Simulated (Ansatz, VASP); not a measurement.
# Two plane-wave programs on BaTe

```xyz
2
Lattice="0.0000 3.4714 3.4714 3.4714 0.0000 3.4714 3.4714 3.4714 0.0000" Properties=species:S:1:pos:R:3 pbc="T T T"
Ba    0.0000    0.0000    0.0000
Te    3.4714    3.4714    3.4714
```

Alike in both runs: task relaxation of cell and atoms; functional PBEsol; k mesh 8 × 8 × 8; no spin polarisation.

|  | VASP | Ansatz |
| --- | --- | --- |
| version | VASP 6.6.1 | Ansatz 0.2.0 |
| potentials or method | VASP PAW PBE potentials, release 64 (Ba_sv, Te) | scalar-relativistic, plane waves, PAW |
| plane-wave cutoff (eV) | 600 | 420 |
| occupations | gaussian, width 0.01 eV | fixed |
| valence electrons in the cell | 16 | 26 |

|  | VASP | Ansatz | Ansatz less VASP |
| --- | --- | --- | --- |
| gap on the k mesh at the Fermi level, each at its own relaxed structure (eV) | 1.40 | 1.46 | +0.062 |
| relaxed volume (Å³/atom) | 42.30 | 41.81 | -0.494 |
| relaxed cell length with the largest relative difference (Å) | 4.928 | 4.908 | -0.0193 |

The two sets of potentials don't hold the same shells in valence.

Caveats: the PAW data sets were made with another functional, which shifts forces and pressure a little (VASP); spin-orbit coupling is left out, which moves the levels of the heavy elements. Zero-point motion and thermal expansion aren't in these numbers. A k mesh can miss the band edges.
